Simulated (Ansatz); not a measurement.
Sb$_{2}$Te$_{3}$:
Space group R-3m, hexagonal axes (No. 166); a = b = 4.3062 Å, c = 31.8387 Å, α = β = 90.00°, γ = 120.00°

```
atom  site  symmetry       x       y       z
----  ----  --------  ------  ------  ------
Sb      6c        3m  0.0000  0.0000  0.3958
Te      3a       -3m  0.0000  0.0000  0.0000
Te      6c        3m  0.0000  0.0000  0.2178
```
(The calculation used a cell of 5 atoms; values per cell refer to that cell.)

Relaxed with r²SCAN. 

Problem. HSE06 on this cell (Ansatz, a quantum-chemistry and plane-wave program, PAW) gives a gap of 0.61 eV. What does r²SCAN give?

Solution. 0.47 eV.

Cost on shared cores: the r²SCAN run (SCF on a 8×8×8 mesh, then bands and DOS) roughly 5 core-minutes, the HSE06 run (SCF on 5×5×5, then a few points) about 14 core-minutes (a rough figure); the tasks are unlike.

Symmetry was held in the r²SCAN relaxation. Spin–orbit coupling is left out wherever it is not named.

Potentials: the later of the program's two PAW sets.

Ansatz is a plane-wave DFT program.
